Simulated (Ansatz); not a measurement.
Crystal: MgS (Niningerite).

```
S Mg
1.0
     0.00000    2.60165    2.60165
     2.60165    0.00000    2.60165
     2.60165    2.60165    0.00000
S Mg
1 1
Direct
  0.50000 0.50000 0.50000
  0.00000 0.00000 0.00000
```

Base run:

```yaml
Program: Ansatz 0.2.0
Functional: r2SCAN0
Dispersion: D3(BJ)
Potentials_or_basis: Ansatz PAW
Cutoff: 500 eV
Density_cutoff: 2000 eV
k_mesh: 5 × 5 × 5
Occupations: fixed
Spin: no spin polarisation
```

Its results: band gap on the k mesh 5.40 eV, indirect (least direct gap 6.10 eV).

Task: The run is repeated on the same cell with these changes: functional from r2SCAN0 to HSEsol; dispersion from D3(BJ) to D4; cutoff from 500 eV to 420 eV; density cutoff from 2000 eV to 1680 eV. What comes out?

Result: Band gap on the k mesh 4.17 eV, indirect (least direct gap 4.73 eV).

Several settings changed at once, so the effect can't be laid on one alone.

Caveats: odd divisions of the mesh miss points on the zone boundary, where band edges often lie, so the gap on the mesh can be too wide.

A k mesh can miss the band edges.

Not every run made on this cell is shown here.
